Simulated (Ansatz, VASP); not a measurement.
# Cross-check of Ga8AsP7 (random alloy of the zinc-blende GaP-GaAs line, x = 0.125) between VASP and Ansatz, part 2 of 2

Wanted: the spread between two codes on one cell, functional and k mesh. Of the first pair: The structure shown is the start of the Ansatz relaxation below; VASP solves that cell, so the two are compared at the walk's first step.

VASP 6.6.1 and Ansatz 0.2.0.

So far: The starting structure; Ansatz: relaxation, PBE.

### 3. VASP: single point, PBE, start cell, pair 1

Level of this step: PBE; plane waves and PAW (Ga_d, P, As) (VASP).

The same cell, functional, mesh and smearing now go to VASP, with its own data sets.

Lines of VASP's logs that name or quote its potential files are left out, and so is its time.

INCAR reads:

```
SYSTEM = Ga8AsP7
PREC = Accurate
ENCUT = 400
EDIFF = 1E-06
NELM = 120
ISMEAR = -1
SIGMA = 0.025
LREAL = Auto
ALGO = Normal
GGA = PE
NBANDS = 336
LORBIT = 11
LWAVE = .FALSE.
LCHARG = .FALSE.
ISIF = 2
LASPH = .TRUE.
GGA_COMPAT = .FALSE.
EFERMI = MIDGAP
NCORE = 2
```

POSCAR reads:

```
Ga8AsP7
1.0
   11.0800000000      0.0000000000      0.0000000000
    0.0000000000     11.0800000000      0.0000000000
    0.0000000000      0.0000000000     11.0800000000
Ga P As
32 28 4
Direct
    0.9992509025      0.9999007220      0.9961371841
    0.0009115523      0.2477527076      0.2480866426
    0.2500722022      0.9979783394      0.2509657040
    0.2486462094      0.2500180505      0.9984115523
    0.9993862816      0.9995667870      0.4988537906
    0.9995126354      0.2540342960      0.7456137184
    0.2509115523      0.9984837545      0.7500000000
    0.2466335740      0.2531227437      0.5026534296
    0.9985018051      0.5001624549      0.0018140794
    0.0007761733      0.7523104693      0.2488537906
    0.2492418773      0.4997563177      0.2499277978
    0.2487815884      0.7474007220      0.0009476534
    0.9993140794      0.5001173285      0.4980234657
    0.0012454874      0.7463267148      0.7496570397
    0.2492689531      0.4975000000      0.7524729242
    0.2506859206      0.7510198556      0.5003700361
    0.5006859206      0.9996119134      0.0021209386
    0.4979512635      0.2507761733      0.2494494585
    0.7487003610      0.9989530686      0.2494133574
    0.7495036101      0.2490703971      0.9987364621
    0.4981588448      0.0007761733      0.4994223827
    0.5013628159      0.2482129964      0.7520036101
    0.7480866426      0.0010740072      0.7496660650
    0.7509025271      0.2502256318      0.4974368231
    0.5059205776      0.5017509025      0.0032400722
    0.5010920578      0.7500090253      0.2495938628
    0.7520216606      0.4995036101      0.2531407942
    0.7491516245      0.7477436823      0.0002256318
    0.5074187726      0.5014801444      0.5027617329
    0.4993411552      0.7484205776      0.7507220217
    0.7524097473      0.5005505415      0.7491787004
    0.7473826715      0.7493862816      0.5006498195
    0.1279602888      0.1217599278      0.1234837545
    0.3739169675      0.1249729242      0.3771209386
    0.3747202166      0.3754602888      0.1232220217
    0.1228610108      0.1224277978      0.6247202166
    0.1251985560      0.3756678700      0.8774458484
    0.3759837545      0.1244314079      0.8763898917
    0.3743862816      0.3761010830      0.6250902527
    0.1243140794      0.6243231047      0.1248736462
    0.1259205776      0.8753880866      0.3716516245
    0.3755866426      0.6213176895      0.3750812274
    0.3763267148      0.8738176895      0.1265162455
    0.1278610108      0.6201985560      0.6248285199
    0.1248555957      0.8764891697      0.8772472924
    0.3772021661      0.6241696751      0.8756317690
    0.3775361011      0.8718592058      0.6268772563
    0.6207671480      0.1271028881      0.1257039711
    0.6296660650      0.3783122744      0.3758032491
    0.8739891697      0.1233664260      0.3739259928
    0.8733212996      0.3796028881      0.1223375451
    0.6257671480      0.1264440433      0.6272833935
    0.8768411552      0.1223194946      0.8765342960
    0.6242328520      0.6262635379      0.1262635379
    0.6212635379      0.8761010830      0.3757581227
    0.8763718412      0.8754422383      0.1259025271
    0.6214169675      0.6256588448      0.6263989170
    0.6244314079      0.8739259928      0.8770667870
    0.8759296029      0.6264981949      0.8761371841
    0.8761191336      0.8767328520      0.6263718412
    0.1233574007      0.3760018051      0.3791425993
    0.6218140794      0.3747924188      0.8740974729
    0.8745487365      0.3722111913      0.6212364621
    0.8741877256      0.6227256318      0.3766877256
```

KPOINTS reads:

```
Automatic mesh
0
Gamma
1 1 1
0 0 0
```

Potentials, in the order of the species: Ga_d, P and As (PBE family, release 64).

Started as:

```console
mpirun -np 8 vasp_gam
```

Numbers of over 12 decimals in the logs are rounded to 6 here.

The log of the run:

```text
[banner, memory and clock lines left out]
running    8 mpi-ranks, on    1 nodes
[...]
LDA part: xc-table for (Slater+PW92), standard interpolation
 POSCAR, INCAR and KPOINTS ok, starting setup
[...]
entering main loop
       N       E                     dE             d eps       ncg     rms          rms(c)
DAV:   1     0.923232294104E+04    0.92323E+04   -0.20207E+05   736   0.254E+03
DAV:   2     0.216460589048E+04   -0.70677E+04   -0.68160E+04   680   0.720E+02
DAV:   3     0.174687162348E+02   -0.21471E+04   -0.20169E+04   840   0.248E+02
DAV:   4    -0.273631796348E+03   -0.29110E+03   -0.28068E+03   816   0.873E+01
[...]
DAV:  16    -0.282604050309E+03   -0.11322E-04   -0.12397E-04   752   0.499E-02    0.619E-03
DAV:  17    -0.282604051645E+03   -0.13358E-05   -0.23535E-05   640   0.291E-02    0.368E-03
DAV:  18    -0.282604052443E+03   -0.79788E-06   -0.79516E-06   608   0.134E-02
   1 F= -.28260405E+03 E0= -.28260405E+03  d E =-.118550E-10
```

From OUTCAR (step 3):

```text
  Total        0.9594258      1.1153159      1.1166191     -1.1709501      0.4993281      0.6732603
  in kB        1.1300631      1.3136788      1.3152137     -1.3792078      0.5881354      0.7930020
  external PRESSURE =       1.2529852 kB  Pullay stress =       0.0000000 kB

 POSITION                                       TOTAL-FORCE (eV/Angst)
 -----------------------------------------------------------------------------------
     11.07170     11.07890     11.03720         0.148732     -0.085324      0.507881
      0.01010      2.74510      2.74880        -0.361206     -0.129511     -0.376325
      2.77080     11.05760      2.78070         0.307399      0.187425     -0.144277
      2.75500      2.77020     11.06240         0.236694     -0.117780      0.157870
     11.07320     11.07520      5.52730         0.011156     -0.086432     -0.065403
     11.07460      2.81470      8.26140         0.582295     -0.917153      0.966426
      2.78010     11.06320      8.31000         0.009414      0.055507      0.073582
      2.73270      2.80460      5.56940         0.699749     -0.771151      0.447721
     11.06340      5.54180      0.02010         0.170872      0.141750     -0.212676
      0.00860      8.33560      2.75730         0.195415      0.000679     -0.204161
      2.76160      5.53730      2.76920         0.413716      0.207015     -0.305158
      2.75650      8.28120      0.01050         0.242604      0.224705     -0.094361
     11.07240      5.54130      5.51810         0.387358      0.421159      0.847803
      0.01380      8.26930      8.30620         0.174695      0.333750     -0.041111
[...]
-----------------------------------------------------------------------------------
    total drift:                                0.024910      0.017389     -0.007611

  FREE ENERGIE OF THE ION-ELECTRON SYSTEM (eV)
  ---------------------------------------------------
  free  energy   TOTEN  =      -282.6040524429 eV

  energy  without entropy=     -282.6040524429  energy(sigma->0) =     -282.60405244

[... 2 further parts left out ...]
```

The run ends at a pressure of 0.13 GPa, with forces up to 1.5 eV/Å.

### 4. Comparison

Known differences besides the potentials themselves: the data sets hold 616 valence electrons in Ansatz (on its default PAW (the set named soft_2) files) and 576 in VASP; the cutoff is 420 eV in Ansatz and 400 eV in VASP (PREC = Accurate, projectors in real space). Total energies have different zeros and are not compared.

Forces on 7 of the 64 atoms, those with the largest forces and the largest differences (eV/Å; atoms numbered as in POSCAR):

```csv
atom,"Ansatz x, y, z","VASP x, y, z"
Ga6,"0.569, -0.905, 0.957","0.582, -0.917, 0.966"
Ga8,"0.689, -0.760, 0.437","0.700, -0.771, 0.448"
Ga13,"0.378, 0.411, 0.832","0.387, 0.421, 0.848"
Ga22,"-0.849, -0.278, -0.645","-0.862, -0.289, -0.658"
Ga24,"-0.563, -0.694, -0.350","-0.576, -0.705, -0.359"
Ga25,"-0.935, 0.247, 0.181","-0.943, 0.258, 0.194"
Ga27,"-0.521, -0.202, -0.857","-0.535, -0.218, -0.868"
```

The forces differ by 5.2 meV/Å r.m.s., which is 1.6 % of the r.m.s. force of 0.334 eV/Å (both taken over all components).

### 5. Ansatz: relaxation, PBE

This run makes the geometry at which the two programs are then compared. The cell compared in this pair holds 1362.50 Å³, against 1360.25 Å³ for the pair before.

The structure compared here is the end of the Ansatz relaxation.

This is the run of step 2 again, met here at its other cell.

### 6. VASP: single point, PBE, relaxed cell, pair 2

The same cell, functional, mesh and smearing now go to VASP, with its own data sets.

INCAR, as its differences from that of step 3:

```diff
@@ -2,3 +2,3 @@
 PREC = Accurate
-ENCUT = 400
+ENCUT = 500
 EDIFF = 1E-06
```

POSCAR reads:

```
Ga8AsP7
1.0
   11.0860190000     -0.0032260000      0.0010890000
   -0.0032260000     11.0854480000      0.0011750000
    0.0010890000      0.0011750000     11.0868560000
Ga P As
32 28 4
Direct
    0.0006000000      0.9988000000      0.9997200000
    0.9971800000      0.2461200000      0.2473000000
    0.2506200000      0.0001500000      0.2502100000
    0.2504100000      0.2495900000      0.0005500000
    0.0000400000      0.9996300000      0.5002500000
    0.0035000000      0.2461000000      0.7541900000
    0.2500800000      0.9981400000      0.7506900000
    0.2531600000      0.2461300000      0.5031000000
    0.0002200000      0.4996300000      0.0000700000
    0.0035200000      0.7538600000      0.2464900000
    0.2533900000      0.5031700000      0.2470200000
    0.2501100000      0.7508800000      0.9993800000
    0.0039800000      0.5033900000      0.5032100000
    0.0004800000      0.7509300000      0.7508300000
    0.2507600000      0.4997200000      0.7509800000
    0.2508700000      0.7504400000      0.5001800000
    0.4999600000      0.9995900000      0.0002200000
    0.4990900000      0.2491700000      0.2497900000
    0.7495400000      0.9982300000      0.2500400000
    0.7526000000      0.2458800000      0.0025700000
    0.4993700000      0.9987900000      0.4996800000
    0.4971700000      0.2462800000      0.7474900000
    0.7499800000      0.0001000000      0.7507500000
    0.7466400000      0.2463000000      0.4967700000
    0.4963700000      0.5032600000      0.0030900000
    0.5003000000      0.7507700000      0.2505600000
    0.7468800000      0.4965100000      0.2472200000
    0.7498700000      0.7503100000      0.0005500000
    0.4999900000      0.4998100000      0.5001500000
    0.4989700000      0.7506100000      0.7510000000
    0.7494800000      0.5063700000      0.7508100000
    0.7461600000      0.7542200000      0.5031300000
    0.1252500000      0.1234800000      0.1242600000
    0.3758100000      0.1237200000      0.3752800000
    0.3749900000      0.3746300000      0.1251300000
    0.1260200000      0.1225600000      0.6263900000
    0.1262000000      0.3747000000      0.8763800000
    0.3740600000      0.1234300000      0.8753200000
    0.3751200000      0.3746200000      0.6253900000
    0.1259900000      0.6259100000      0.1233100000
    0.1262000000      0.8758900000      0.3752700000
    0.3760600000      0.6258900000      0.3752000000
    0.3750400000      0.8749200000      0.1252400000
    0.1273700000      0.6270500000      0.6274700000
    0.1251200000      0.8748000000      0.8753400000
    0.3741400000      0.6260600000      0.8754500000
    0.3751100000      0.8747900000      0.6252900000
    0.6248000000      0.1235200000      0.1261600000
    0.6230000000      0.3737100000      0.3742100000
    0.8739700000      0.1224300000      0.3742100000
    0.8749900000      0.3736800000      0.1242100000
    0.6239200000      0.1225500000      0.6243100000
    0.8759200000      0.1227300000      0.8763200000
    0.6240900000      0.6258400000      0.1253900000
    0.6238500000      0.8757800000      0.3751600000
    0.8750400000      0.8756600000      0.1241200000
    0.6228900000      0.6270100000      0.6254800000
    0.6249700000      0.8749400000      0.8754300000
    0.8760100000      0.6268400000      0.8763400000
    0.8749900000      0.8758400000      0.6263300000
    0.1268000000      0.3737000000      0.3741900000
    0.6238500000      0.3746000000      0.8762600000
    0.8749500000      0.3735700000      0.6261700000
    0.8740600000      0.6271400000      0.3743500000
```

KPOINTS is that of step 3.

Started as:

```console
mpirun -np 8 vasp_gam
```

The log of the run:

```text
[... set-up lines as in an earlier step ...]
 entering main loop
       N       E                     dE             d eps       ncg     rms          rms(c)
DAV:   1     0.102459057762E+05    0.10246E+05   -0.22681E+05   736   0.288E+03
DAV:   2     0.247952730118E+04   -0.77664E+04   -0.75045E+04   672   0.819E+02
DAV:   3     0.734950902863E+02   -0.24060E+04   -0.22666E+04   848   0.277E+02
DAV:   4    -0.267616411507E+03   -0.34111E+03   -0.32373E+03   800   0.969E+01
[...]
DAV:  16    -0.283440029811E+03   -0.25388E-04   -0.25699E-04   760   0.632E-02    0.124E-02
DAV:  17    -0.283440033596E+03   -0.37851E-05   -0.49345E-05   672   0.313E-02    0.123E-02
DAV:  18    -0.283440033366E+03    0.23072E-06   -0.67942E-06   616   0.139E-02
   1 F= -.28344003E+03 E0= -.28344003E+03  d E =-.192194E-10
```

Parts of OUTCAR (step 6):

```text
  Total       -0.5909795     -0.5400396     -0.6283555      0.3169070     -0.0959213     -0.0558482
  in kB       -0.6949375     -0.6350369     -0.7388883      0.3726535     -0.1127946     -0.0656723
  external PRESSURE =      -0.6896209 kB  Pullay stress =       0.0000000 kB

 POSITION                                       TOTAL-FORCE (eV/Angst)
 -----------------------------------------------------------------------------------
      0.00452     11.07332     11.08493        -0.007904     -0.000210      0.001187
     11.05423      2.72542      2.74315        -0.011607     -0.004720     -0.012258
      2.77865      0.00115      2.77432        -0.003736      0.001160      0.007955
      2.77525      2.76601      0.00666        -0.001558      0.006745      0.001722
     -0.00224     11.08193      5.54737        -0.005688     -0.002788      0.003117
      0.03883      2.72900      8.36189         0.005903     -0.009775      0.005556
      2.76999     11.06490      8.32424        -0.004744      0.004861     -0.001756
      2.80629      2.72824      5.57836         0.012821     -0.012578      0.009773
      0.00083      5.53862      0.00136        -0.004397      0.009126      0.001986
      0.03686      8.35715      2.73369        -0.005744     -0.001194     -0.005705
      2.80773      5.57734      2.73954         0.004010     -0.001972     -0.009404
      2.77139      8.32421     11.08114        -0.013833     -0.007311     -0.002309
      0.04305      5.58088      5.57961         0.007046      0.011768      0.014191
      0.00372      8.32528      8.32523        -0.001027      0.000114      0.008261
[...]
-----------------------------------------------------------------------------------
    total drift:                                0.015680     -0.026179      0.026829

  FREE ENERGIE OF THE ION-ELECTRON SYSTEM (eV)
  ---------------------------------------------------
  free  energy   TOTEN  =      -283.4400333657 eV

  energy  without entropy=     -283.4400333657  energy(sigma->0) =     -283.44003337

[... 1 part as in an earlier step ...]

[... 1 further part left out ...]
```

The run ends at a pressure of -0.07 GPa, with forces up to 0.028 eV/Å.

### 7. Differences

What differs besides the data sets and the points named for the pairs above, as far as they apply: the data sets hold 616 valence electrons in Ansatz (on its default PAW (the set named soft_2) files) and 576 in VASP; the cutoff is 420 eV in Ansatz and 500 eV in VASP (PREC = Accurate, projectors in real space). Total energies have different zeros and are not compared.

Both answers:

```csv
quantity,Ansatz,VASP,difference
pressure (GPa),0.00,-0.07,+0.07
gap on the k mesh (eV),1.309,1.305,+0.004
```

The largest component of a force difference here is 16 meV/Å. A gap on the mesh is an upper bound, since the band edges may lie between its points.

### 8. Outcome

- r.m.s. force difference (single point, PBE, start cell, pair 1): 1.6 % of the r.m.s. force
- difference in gap on the k mesh (single point, PBE, relaxed cell, pair 2): 0.0035 eV

**Reading.** The r.m.s. force difference is 1.6 % of the r.m.s. force (single point, PBE, start cell, pair 1), within the 3 % picked in this series as the mark of a large difference. The data sets hold unlike numbers of valence electrons (616 in Ansatz and 576 in VASP), so part of the differences may come from the potentials. How closely two codes agree says nothing of how well the functional describes the real material.

[Lines on the potential files, build, host, timing and source positions are cut from VASP's logs without a mark.]

[Logs are printed without paths, hosts, clocks, repeated set-up lines and the standing remarks that a program may print on its own settings, such as how far it seeks lower states.]

[Hosts, paths, dates, database ids (printed as entryN), source tags and the programs' standing remarks are cut or masked in the printed files.]
